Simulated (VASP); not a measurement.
# BeTe (F-43m) in VASP: band structure with r2SCAN+rVV10

Aim: the band structure of BeTe with r2SCAN+rVV10.

Everything below comes from runs of VASP 6.6.1. Logs are shortened: lines on timing, memory, paths and dates and some standing lists are left out, and cuts for length are marked.

## Step 1: The structure

The structure is cubic, space group F-43m (No. 216). The conventional cell has a = 5.647 Å, b = 5.647 Å, c = 5.647 Å, α = 90.00°, β = 90.00°, γ = 90.00°. Be (site symmetry -43m) has 4 Te at 2.45 Å as nearest neighbours. Te (site symmetry -43m) has 4 Be at 2.45 Å as nearest neighbours.

The cell was built by a generator and needn't be a form met in nature.

## Step 2: Band structure, r2SCAN+rVV10

The input, INCAR:

```
SYSTEM = BeTe
  PREC = Accurate
  ENCUT = 520
  EDIFF = 1E-6
  ISMEAR = 0
  SIGMA = 0.02
  LREAL = .FALSE.
  LASPH = .TRUE.
  NELM = 100
  ALGO = Normal
  ISIF = 2
  LWAVE = .FALSE.
  LCHARG = .FALSE.
  METAGGA = R2SCAN
  LMIXTAU = .TRUE.
  LUSE_VDW = .TRUE.
  IVDW_NL = 2
  BPARAM = 11.95
  CPARAM = 0.0093
  NBANDS = 11
```

The input, KPOINTS:

```
regular mesh
0
G
  10 10 10
  0 0 0
```

The input, POSCAR:

```
BeTe                                    
1.0
   -0.0000000000      2.8233262171      2.8233262171
    2.8233262171     -0.0000000000      2.8233262171
    2.8233262171      2.8233262171     -0.0000000000
  Be              Te            
     1     1
Direct
     0.0000000000000000    0.0000000000000000    0.0000000000000000
     0.2500000000000000    0.2500000000000000    0.2500000000000000
```

The input, KPOINTS_OPT:

```
path GXWKGLUWLK,UX
10
line-mode
reciprocal
 0.0000000000  0.0000000000  0.0000000000  G
 0.5000000000  0.0000000000  0.5000000000  X

 0.5000000000  0.0000000000  0.5000000000  X
 0.5000000000  0.2500000000  0.7500000000  W

 0.5000000000  0.2500000000  0.7500000000  W
 0.3750000000  0.3750000000  0.7500000000  K

 0.3750000000  0.3750000000  0.7500000000  K
 0.0000000000  0.0000000000  0.0000000000  G

 0.0000000000  0.0000000000  0.0000000000  G
 0.5000000000  0.5000000000  0.5000000000  L

 0.5000000000  0.5000000000  0.5000000000  L
 0.6250000000  0.2500000000  0.6250000000  U

 0.6250000000  0.2500000000  0.6250000000  U
 0.5000000000  0.2500000000  0.7500000000  W

 0.5000000000  0.2500000000  0.7500000000  W
 0.5000000000  0.5000000000  0.5000000000  L

 0.5000000000  0.5000000000  0.5000000000  L
 0.3750000000  0.3750000000  0.7500000000  K

 0.6250000000  0.2500000000  0.6250000000  U
 0.5000000000  0.0000000000  0.5000000000  X
```

Potentials or basis: VASP PAW PBE potentials, release 64 (Be, Te).

Run with:

```sh
$ cat potpaw_PBE.64/Be/POTCAR potpaw_PBE.64/Te/POTCAR > POTCAR
$ mpirun -np 1 vasp_std > vasp.out
```

OUTCAR:

```text
SYSTEM = BeTe
   PREC = Accurate
   ENCUT = 520
   EDIFF = 1E-6
   ISMEAR = 0
   LREAL = .FALSE.
   LASPH = .TRUE.
   NELM = 100
   ISIF = 2
   METAGGA = R2SCAN
   IVDW_NL = 2
   BPARAM = 11.95

 ion  position               nearest neighbor table
   1  0.000  0.000  0.000-   2 2.45   2 2.45   2 2.45   2 2.45
   2  0.250  0.250  0.250-   1 2.45   1 2.45   1 2.45   1 2.45

  LATTYP: Found a face centered cubic cell.
 ALAT       =     5.6466524342

  Lattice vectors:

 A1 = (   0.0000000000,   2.8233262171,   2.8233262171)
 A2 = (   2.8233262171,   0.0000000000,   2.8233262171)
 A3 = (   2.8233262171,   2.8233262171,   0.0000000000)

Analysis of symmetry for initial positions (statically):
=====================================================================
 Subroutine PRICEL returns:
 Original cell was already a primitive cell.

 Routine SETGRP: Setting up the symmetry group for a
 face centered cubic supercell.

 Subroutine GETGRP returns: Found 24 space group operations
 (whereof 24 operations were pure point group operations)
 out of a pool of 48 trial point group operations.

The static configuration has the point symmetry T_d .

Analysis of symmetry for dynamics (positions and initial velocities):
=====================================================================
 Subroutine PRICEL returns:
 Original cell was already a primitive cell.

 Routine SETGRP: Setting up the symmetry group for a
 face centered cubic supercell.

 Subroutine GETGRP returns: Found 24 space group operations
 (whereof 24 operations were pure point group operations)
 out of a pool of 48 trial point group operations.

The dynamic configuration has the point symmetry T_d .

 Subroutine INISYM returns: Found 24 space group operations
 (whereof 24 operations are pure point group operations),
 and found     1 'primitive' translations

----------------------------------------------------------------------------------------

                                     Primitive cell

  volume of cell :      45.0104

  direct lattice vectors                    reciprocal lattice vectors
     0.000000000  2.823326217  2.823326217    -0.177096078  0.177096078  0.177096078
     2.823326217  0.000000000  2.823326217     0.177096078 -0.177096078  0.177096078
     2.823326217  2.823326217  0.000000000     0.177096078  0.177096078 -0.177096078

  length of vectors
     3.992786227  3.992786227  3.992786227     0.306739405  0.306739405  0.306739405

  position of ions in fractional coordinates (direct lattice)
     0.000000000  0.000000000  0.000000000
     0.250000000  0.250000000  0.250000000

  ion indices of the primitive-cell ions
   primitive index   ion index
                 1           1
                 2           2

----------------------------------------------------------------------------------------

 KPOINTS: regular mesh

Automatic generation of k-mesh.
 Grid dimensions read from file:
 generate k-points for:   10   10   10

 Generating k-lattice:

  Cartesian coordinates                     Fractional coordinates (reciprocal lattice)
    -0.017709608  0.017709608  0.017709608     0.100000000  0.000000000  0.000000000
     0.017709608 -0.017709608  0.017709608     0.000000000  0.100000000  0.000000000
     0.017709608  0.017709608 -0.017709608     0.000000000  0.000000000  0.100000000

  Length of vectors
     0.030673940  0.030673940  0.030673940

  Shift w.r.t. Gamma in fractional coordinates (k-lattice)
     0.000000000  0.000000000  0.000000000

 Subroutine IBZKPT returns following result:
 ===========================================

 Found     47 irreducible k-points:

 Following reciprocal coordinates:
            Coordinates               Weight
  0.000000  0.000000  0.000000      1.000000
  0.100000  0.000000  0.000000      8.000000
  0.200000  0.000000  0.000000      8.000000
  0.300000  0.000000  0.000000      8.000000
  0.400000  0.000000  0.000000      8.000000
  0.500000  0.000000  0.000000      4.000000
[... 16 lines left out ...]
  0.300000  0.300000  0.000000      6.000000
  0.400000  0.300000  0.000000     24.000000
 [... further k-points ...]
   k-points           NKPTS =     47   k-points in BZ     NKDIM =     47   number of bands    NBANDS=     11
   number of dos      NEDOS =    301   number of ions     NIONS =      2
   total plane-waves  NPLWV =  27000
   dimension x,y,z NGX =    30 NGY =   30 NGZ =   30
   dimension x,y,z NGXF=    60 NGYF=   60 NGZF=   60
   ions per type =               1   1
   NGX,Y,Z   is equivalent  to a cutoff of  12.49, 12.49, 12.49 a.u.
   NGXF,Y,Z  is equivalent  to a cutoff of  24.98, 24.98, 24.98 a.u.
 SYSTEM =  BeTe
   PREC   = accura    normal or accurate (medium, high low for compatibility)
   ISTART =      0    job   : 0-new  1-cont  2-samecut
   ICHARG =      2    charge: 1-file 2-atom 10-const
   ISPIN  =      1    spin polarized calculation?
   LNONCOLLINEAR =      F non collinear calculations
   LSORBIT =      F    spin-orbit coupling
   LASPH  =      T    aspherical Exc in radial PAW
   ENCUT  =  520.0 eV  38.22 Ry    6.18 a.u.   7.42  7.42  7.42*2*pi/ulx,y,z
   NELM   =    100;   NELMIN=  2; NELMDL= -5     # of ELM steps
   EDIFF  = 0.1E-05   stopping-criterion for ELM
   LREAL  =      F    real-space projection
   EDIFFG = 0.1E-04   stopping-criterion for IOM
   NSW    =      0    number of steps for IOM
   IBRION =     -1    ionic relax: 0-MD 1-quasi-New 2-CG
   NFREE  =      0    steps in history (QN), initial steepest desc. (CG)
   ISIF   =      2    stress and relaxation
   ISYM   =      2    0-nonsym 1-usesym 2-fastsym
   POTIM  = 0.5000    time-step for ionic-motion
   TEBEG  =    0.0;   TEEND  =   0.0 temperature during run
   PSTRESS=    0.0 pullay stress
   NELECT =       8.0000    total number of electrons
   NUPDOWN=      -1.0000    fix difference up-down
   EMIN   =  10.00;   EMAX   =-10.00  energy-range for DOS
   EFERMI =   0.00;   METHOD = LEGACY
   ISMEAR =     0;   SIGMA  =   0.02  broadening in eV -4-tet -1-fermi 0-gaus
   EFERMI_NEDOS =   21; number of points for ismear=-14 and -15
   IALGO  =     38    algorithm
   IMIX   =      4    mixing-type and parameters
     AMIX     =   0.40;   BMIX     =  1.00
     AMIX_MAG =   1.60;   BMIX_MAG =  1.00
  volume/ion in A,a.u.               =      22.51       151.87
  Fermi-wavevector in a.u.,A,eV,Ry     =   0.920450  1.739399 11.527252  0.847229
  Thomas-Fermi vector in A             =   2.045757
   LORBIT       =      0    0 simple, 1 ext, 2 COOP (PROOUT), +10 PAW based schemes
   METAGGA = R2SCAN    functional components
   LHFCALC =     F    Hartree Fock is set to
   AEXX    =    0.0000 exact exchange contribution
   IVDW_NL    =     2    kernel type
   BPARAM     =11.9500
   IVDW    =     0    specifies the selected vdW correction
   LEPSILON=     F    determine dielectric tensor
   LRPA    =     F    only Hartree local field effects (RPA)
 non-spin polarized calculation
 Gauss-broadening in eV      SIGMA  =   0.02
  energy-cutoff  :      520.00
  volume of cell :       45.01
 maximum number of plane-waves:      1243
 NGX is ok and might be reduce to    30
   NGX = 15   NGY = 15   NGZ = 15

 number of electron       8.0000000 magnetization

 Free energy of the ion-electron system (eV)
  ---------------------------------------------------
  ext. energy  EPLUGINS =         0.00000000
  ---------------------------------------------------
  free energy    TOTEN  =       -30.50531409 eV

  energy without entropy =      -30.50531409  energy(sigma->0) =      -30.50531409

 E-fermi :   5.0053     XC(G=0):  -9.4924

 val. band max:        4.8500638575   @ k =   0.0000   0.0000   0.0000
 cond. band min:       7.1438933883   @ k =   0.5000   0.5000   0.0000
 fundamental gap:      2.2938295308
 Fermi energy:         5.0052978070

 k-point     1 :       0.0000    0.0000    0.0000
  band No.  band energies     occupation
      1      -7.8930      2.00000
      2       4.8501      2.00000
      3       4.8501      2.00000
      4       4.8501      2.00000
      5       8.8586      0.00000
      6       8.8586      0.00000
      7       8.8586      0.00000
      8       9.2608      0.00000
      9      13.7996      0.00000
     10      15.5650      0.00000
     11      15.5650      0.00000

 k-point     2 :       0.1000    0.0000    0.0000
  band No.  band energies     occupation
      1      -7.7925      2.00000
      2       3.9219      2.00000
      3       4.6907      2.00000
      4       4.6907      2.00000
      5       8.8787      0.00000
      6       9.0982      0.00000
      7       9.0982      0.00000
      8      10.1026      0.00000
      9      14.1180      0.00000
     10      14.8539      0.00000
     11      14.8539      0.00000

 k-point     3 :       0.2000    0.0000    0.0000
  band No.  band energies     occupation
      1      -7.5048      2.00000
      2       2.2621      2.00000
      3       4.3439      2.00000
      4       4.3439      2.00000
      5       8.7046      0.00000
      6       9.5755      0.00000
      7       9.5755      0.00000
      8      11.7407      0.00000
      9      14.3386      0.00000
     10      14.3386      0.00000
     11      14.5567      0.00000
[... 267 lines left out ...]
 k-point    23 :       0.3000    0.3000    0.0000
  band No.  band energies     occupation
      1      -6.8027      2.00000
      2       1.1718      2.00000
      3       2.7789      2.00000
      4       2.7789      2.00000
      5       7.5707      0.00000
      6       9.0431      0.00000
      7      12.6989      0.00000
      8      12.6989      0.00000
      9      15.0656      0.00000
     10      17.0505      0.00000
     11      17.1547      0.00000

 k-point    24 :       0.4000    0.3000    0.0000
  band No.  band energies     occupation
      1      -6.4617      2.00000
      2       0.4488      2.00000
      3       2.2847      2.00000
      4       2.5603      2.00000
      5       7.6800      0.00000
      6       8.8888      0.00000
      7      13.0132      0.00000
      8      13.2036      0.00000
      9      16.3670      0.00000
     10      17.5444      0.00000
     11      17.7200      0.00000

 [... further k-points ...]

------------------------ aborting loop because EDIFF is reached ----------------------------------------

  FORCE on cell =-STRESS in cart. coord.  units (eV):
  Direction    XX          YY          ZZ          XY          YZ          ZX
  --------------------------------------------------------------------------------------
  -------------------------------------------------------------------------------------
  Total        0.0009811      0.0009811      0.0009811     -0.0000000      0.0000000     -0.0000000
  in kB        0.0349230      0.0349230      0.0349230     -0.0000000      0.0000000     -0.0000000
  external PRESSURE =       0.0349230 kB  Pullay stress =       0.0000000 kB

 VOLUME and BASIS-vectors are now :
 -----------------------------------------------------------------------------
  energy-cutoff  :      520.00
  volume of cell :       45.01
      direct lattice vectors                 reciprocal lattice vectors
     0.000000000  2.823326217  2.823326217    -0.177096078  0.177096078  0.177096078
     2.823326217  0.000000000  2.823326217     0.177096078 -0.177096078  0.177096078
     2.823326217  2.823326217  0.000000000     0.177096078  0.177096078 -0.177096078

 POSITION                                       TOTAL-FORCE (eV/Angst)
 -----------------------------------------------------------------------------------
      0.00000      0.00000      0.00000        -0.000000     -0.000000      0.000000
      1.41166      1.41166      1.41166         0.000000      0.000000     -0.000000
 -----------------------------------------------------------------------------------
    total drift:                                0.000000      0.000000      0.000000

  FREE ENERGIE OF THE ION-ELECTRON SYSTEM (eV)
  ---------------------------------------------------
  free  energy   TOTEN  =       -30.5053140900 eV

  energy  without entropy=      -30.5053140900  energy(sigma->0) =      -30.50531409
```

Wall time 2.2 min (1 thread of Intel Xeon 6975P-C (Granite Rapids), shared host); peak memory 0.29 GiB.

What came out:

```yaml
Free_energy: -30.5053 eV
Pressure: 0.0 GPa
Band_gap_on_the_k_mesh: 2.29 eV, indirect (least direct gap 4.01 eV)
Band_gap_along_the_path: 2.29 eV, indirect (least direct gap 4.01 eV)
```

Levels at the corners of the path, in eV from the valence-band top:
```csv
point,band 1,band 2,band 3,band 4,band 5,band 6,band 7,band 8
Γ,-12.74,0.00,0.00,0.00,4.01,4.01,4.01,4.41
X,-10.78,-5.31,-2.73,-2.73,2.29,2.96,10.52,10.52
X,-10.78,-5.31,-2.73,-2.73,2.29,2.96,10.52,10.52
W,-10.75,-4.77,-3.80,-3.29,5.61,6.03,6.18,6.61
W,-10.75,-4.77,-3.80,-3.29,5.61,6.03,6.18,6.61
K,-10.81,-4.95,-3.99,-2.30,3.04,5.70,8.51,8.89
K,-10.81,-4.95,-3.99,-2.30,3.04,5.70,8.51,8.89
Γ,-12.74,0.00,0.00,0.00,4.01,4.01,4.01,4.41
Γ,-12.74,0.00,0.00,0.00,4.01,4.01,4.01,4.41
L,-11.31,-5.73,-1.16,-1.16,3.50,5.00,5.00,8.39
L,-11.31,-5.73,-1.16,-1.16,3.50,5.00,5.00,8.39
U,-10.81,-4.95,-3.99,-2.30,3.04,5.70,8.51,8.89
U,-10.81,-4.95,-3.99,-2.30,3.04,5.70,8.51,8.89
W,-10.75,-4.77,-3.80,-3.29,5.61,6.03,6.18,6.61
W,-10.75,-4.77,-3.80,-3.29,5.61,6.03,6.18,6.61
L,-11.31,-5.73,-1.16,-1.16,3.50,5.00,5.00,8.39
L,-11.31,-5.73,-1.16,-1.16,3.50,5.00,5.00,8.39
K,-10.81,-4.95,-3.99,-2.30,3.04,5.70,8.51,8.89
U,-10.81,-4.95,-3.99,-2.30,3.04,5.70,8.51,8.89
X,-10.78,-5.31,-2.73,-2.73,2.29,2.96,10.52,10.52
```

Caveat: the PAW data sets were made with another functional, which shifts forces and pressure a little; spin-orbit coupling is left out, which moves the levels of the heavy elements. r2SCAN opens gaps a little over a GGA but as a rule still falls short of measured ones.
